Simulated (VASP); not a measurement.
Write the native input for VASP 6.6.1 that does the following.

| Property | Result |
| --- | --- |
| Task | relaxation of cell and atoms |
| Functional | PBEsol |
| Potentials or basis | VASP PAW PBE potentials, release 64 (As) |
| Cutoff | 600 eV |
| k mesh | 12 × 12 × 8 |
| Occupations | methfessel-paxton, width 0.1 eV |
| Spin | no spin polarisation |
| Further INCAR settings | ALGO = Normal; EDIFF = 1e-06; IBRION = 2; EDIFFG = -0.01; NSW = 90; ISIF = 3 |

The structure of As lies in POSCAR:

```
As
1.0
    1.8250000000     -5.5000000000      0.0000000000
    1.8250000000      5.5000000000      0.0000000000
    0.0000000000      0.0000000000      4.4700000000
As
4
Direct
    0.1100000000      0.8900000000      0.0600000000
    0.6100000000      0.3900000000      0.4400000000
    0.8900000000      0.1100000000      0.9400000000
    0.3900000000      0.6100000000      0.5600000000
```

This isn't the form of As at room conditions, which is rhombohedral.

One way to write it, as run:

INCAR

```
PREC = Accurate
ENCUT = 600
EDIFF = 1E-6
ISMEAR = 1
SIGMA = 0.1
LREAL = False
LASPH = True
NELM = 80
ALGO = Normal
ISIF = 3
LWAVE = False
LCHARG = False
GGA = PS
IBRION = 2
NSW = 90
EDIFFG = -0.01
KPAR = 2
```

KPOINTS

```
regular mesh
0
Gamma
  12 12 8
```

Potentials or basis: VASP PAW PBE potentials, release 64 (As).

The run is started by

```sh
$ cat potpaw_PBE.64/As/POTCAR > POTCAR
$ mpirun -np 2 vasp_std > vasp.out
```

It gave:

The relaxed volume is 21.77 Å³/atom, the relaxed cell is a = 5.748 Å, b = 5.748 Å, c = 4.286 Å, α = 90.00°, β = 90.00°, γ = 142.07° and the space group after relaxing (to 0.05 Å) is Cmce (No. 64). The energy gained by relaxing is 4.7 meV/atom and the ionic steps are 19. The pressure after relaxing is 0.0 GPa, the largest force after relaxing is 0.008 eV/Å and the band gap on the k mesh is none (metal or under the smearing width).

Caveat: the PAW data sets were made with another functional, which shifts forces and pressure a little.

Run time: 14 min on 2 MPI ranks on Intel(R) Xeon(R) Platinum 8488C (Sapphire Rapids), on a shared host, peak memory 0.47 GiB a rank.
